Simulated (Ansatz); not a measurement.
Crystal: HfO2.

```
Hf O
1.0
     0.00000    2.55750    2.55750
     2.55750    0.00000    2.55750
     2.55750    2.55750    0.00000
Hf O
1 2
Direct
  0.00000 0.00000 0.00000
  0.75000 0.75000 0.75000
  0.25000 0.25000 0.25000
```

Measurements of this composition are mostly on another form, of space group No. 14.

Below is the output of Ansatz 0.2.0 for this cell. Logs are shortened: lines on timing, memory, paths and dates and some standing lists are left out, and cuts for length are marked.

```text
Warning: RAYON_NUM_THREADS=2 ignored (pool sized by the plan → 2); use --threads N
Hf: projections on atomic orbitals take those of the free atom [Kr 4d10] 4f14 5s2 5p6 5d2 6s2, of charge +0.00 (hamiltonian.pseudopotentials.projection_atoms); the dataset's partial waves leave at most 4.9e-5 of an orbital's norm unspanned inside its sphere
O: projections on atomic orbitals take those of the free atom [He] 2s2 2p4, of charge +0.00 (hamiltonian.pseudopotentials.projection_atoms); the dataset's partial waves leave at most 1.9e-8 of an orbital's norm unspanned inside its sphere
Engine: ansatz 0.2.0, aarch64-unknown-linux-gnu
Pseudopotentials: kind: paw
Pseudopotential: Hf, paw, valence charge 26, recommended cutoff 420 eV (normal), Hf.paw.azcp
Pseudopotential: O, paw, valence charge 6, recommended cutoff 420 eV (normal), O.paw.azcp
Functional definition: PBE
  parameter kappa = 0.804
  parameter beta = 0.06672455060314922
  exchange = pbe_x(kappa = kappa, mu = beta*pi^2/3)
  correlation = pbe_c(beta = beta)
Crystal: 3 atoms, lattice volume = 33.456 Å³
Basis set: ecut = 420 eV, 645 PW (Γ), exchange–correlation on 50×50×50 points (8 copies of the dense FFT grid, shifted against one another)
Bands: 23, of which v1, the nominal top of the filled ones, is band 19 counted from 1 (18 counted from 0)
Symmetry: 48 space group operations
Space group: Fm-3m (ITA 225), of the structure as read, at distance tolerance 3.2e-5 Å
k-points: 35 of 729
Non-local potential: Hf, projectors of the file, l = 0: 3, l = 1: 2, l = 2: 2, l = 3: 3
Non-local potential: O, projectors of the file, l = 0: 2, l = 1: 2, l = 2: 1
PAW form: soft (Blöchl's): semilocal exchange-correlation on the pseudo side does not see the compensation charge
PAW one-centre angular grid: Hf, 590 points (default); XC on 64 Gauss nodes
PAW one-centre angular grid: O, 110 points (default); XC on 64 Gauss nodes
Initial density: superposition of atomic densities (chi_scale 0.1, normalization cell, long waves kept (reshape's long-wave potential 0.00 eV rms))
Initial wavefunctions: pseudopotential atomic-orbital guess
Functional: x = pbe(κ = 0.804, μ = 0.2195149727645171), c = pbe(β = 0.06672455060314922)
SCF iter   1: F=—  HF=-16860.947128 eV  |F-HF|=—  |Δ(HF+E_count)|=         —  Δρ=7.73e-2  dr2=1.46e0  ethr=3.10e-3  ⟨swp⟩=4.4  Hψ=2941  notcnv=0
[... 50 lines left out ...]
  E_band       = 35.366536
  E_kinetic    = 770.428280
  E_local      = -5798.391605  (includes V_loc(G=0)·N_el)
  E_nonlocal   = -1147.456645
  E_hartree    = 2654.404324
  E_xc         = -447.533040
  E_vxc        = -454.506975  (∫ρ·V_xc dr)
  E_hubbard    = 0.803776  (on-site DFT+U / exact-exchange correction)
  E_vhub       = 0.570233  (the Hubbard potential's part of the band-sum identity)
  E_paw        = -7242.356645  (= ΣΔE_a)
  E_vpaw       = 1355.909337  (= ΣTr[D̂ρ^β])
  E_aug_tail   = 0.005022  (compensation charges beyond the density's cutoff)
  E_ewald      = -5650.502070
  E_smearing   = -0.000000  (= −TS)
  E_closure    = 0.000000  (closes the sum)
  Σ components = -16860.598603   (vs F -16860.598603, Δ=0.00e0)
--- Forces (eV/Å), atoms counted from 1 ---
  atom   1  Hf     0.00000000    -0.00000000     0.00000000
  atom   2  O     -0.00000000    -0.00000000    -0.00000000
  atom   3  O      0.00000000     0.00000000     0.00000000
  max |Σ_I F_I| component: 1.73e-18 eV/Å
--- Stress (GPa, compression-positive) ---
       -0.043664      -0.000000      -0.000000
        0.000000      -0.043664      -0.000000
       -0.000000       0.000000      -0.043664
  P = ⅓ Tr σ = -0.0437 GPa (-0.437 kbar)
--- Band table (eV; the first three rows and the last of 35) ---
  k-point 0: bands = ["-45.6052", "-14.1232", "-14.1232", "-14.1232", "-2.9529", "-0.1846", "4.4962", "4.4962", "4.4962", "4.5580", "4.5580", "4.5580", "4.7608", "10.4873", "10.4873", "10.4873", "15.0867", "15.0867", "15.0867", "19.7761", "19.7761", "21.2544", "25.9250"]
  k-point 1: bands = ["-45.6037", "-14.1721", "-14.1286", "-14.1286", "-2.7965", "-0.2876", "4.4986", "4.4986", "4.4992", "4.5539", "4.5539", "4.5581", "4.7263", "10.6053", "10.6053", "10.8100", "14.7113", "14.8732", "14.8732", "19.9897", "19.9897", "21.7596", "25.3566"]
  k-point 2: bands = ["-45.5990", "-14.2926", "-14.1422", "-14.1422", "-2.3985", "-0.5234", "4.5039", "4.5039", "4.5084", "4.5450", "4.5450", "4.5584", "4.6574", "10.9108", "10.9108", "11.5990", "13.9152", "14.4300", "14.4300", "20.3673", "20.3673", "22.5345", "24.6511"]
  k-point 34: bands = ["-45.5885", "-14.4164", "-14.3567", "-14.2299", "-1.0742", "-1.0701", "4.5195", "4.5237", "4.5260", "4.5297", "4.5326", "4.5456", "4.5520", "10.4538", "10.9063", "12.8905", "13.3039", "14.3879", "15.3530", "20.5253", "20.9760", "22.6624", "22.8465"]
Occupation matrices written to <dir>
--- Relaxed structure (3 steps of the walk, 3 accepted, 1 SCFs on fresh bases) ---
  F+E_penalty+E_count = -16860.59860307 eV   max|allowed force component| = 3.219e-17 eV/Å   (the final SCF, on the basis selected at the relaxed cell)
  cell:  # Å, volume = 33.3073 Å³
    - [9.235361809623258e-35, 2.5537003402422664, 2.5537003402422664]
    - [2.5537003402422664, 1.019074406579118e-34, 2.5537003402422664]
    - [2.5537003402422664, 2.5537003402422664, 7.96151880139936e-35]
  atoms:
    - { symbol: Hf, position: [-1.219644013743363e-35, 1.0143442509409045e-35, -2.3890355482335866e-36] }
    - { symbol: O, position: [0.7499999999999999, 0.7499999999999999, 0.7499999999999999] }
    - { symbol: O, position: [0.24999999999999997, 0.24999999999999997, 0.24999999999999997] }
```

**Question.** Write the input and the command behind it.

**Answer.** Relaxation of cell and atoms with PBE+U, no spin polarisation. The files as run (others can give the same):

input.yaml
```yaml
crystal:
  lattice:
    - [0.0, 2.5575, 2.5575]
    - [2.5575, 0.0, 2.5575]
    - [2.5575, 2.5575, 0.0]
  atoms:
    - { symbol: Hf, position: [0.0, 0.0, 0.0] }
    - { symbol: O, position: [0.75, 0.75, 0.75] }
    - { symbol: O, position: [0.25, 0.25, 0.25] }
hamiltonian:
  xc: pbe
  pseudopotentials: { kind: paw }
  hubbard: { sites: [{ species: Hf, l: d, u_eff: 1.0 }] }
kpoints:
  mp_grid: { grid: [9, 9, 9] }
scf:
  occupations: { method: fermi_dirac, width: 0.05 }
output:
  forces: true
  stress: true
  eigenvalues: true
relax:
  f_tol: 0.01
  max_steps: 40
  cell: { stress_tol: 0.05 }
```

Potentials or basis: Ansatz PAW.
The run is started by
```sh
$ ansatz run input.yaml --threads 2 --pin off --max-ram 5632MiB --backend cpu --events-out ev --progress --plain --runs-dir out
```

Caveat: odd divisions of the mesh miss points on the zone boundary, where band edges often lie, so the gap on the mesh can be too wide; the plane-wave basis is chosen anew once the cell has moved, so the energies of steps on either side of that aren't comparable; the pressure holds a Pulay correction of +0.9 GPa for the finite cutoff; spin-orbit coupling is left out, which moves the levels of the heavy elements.
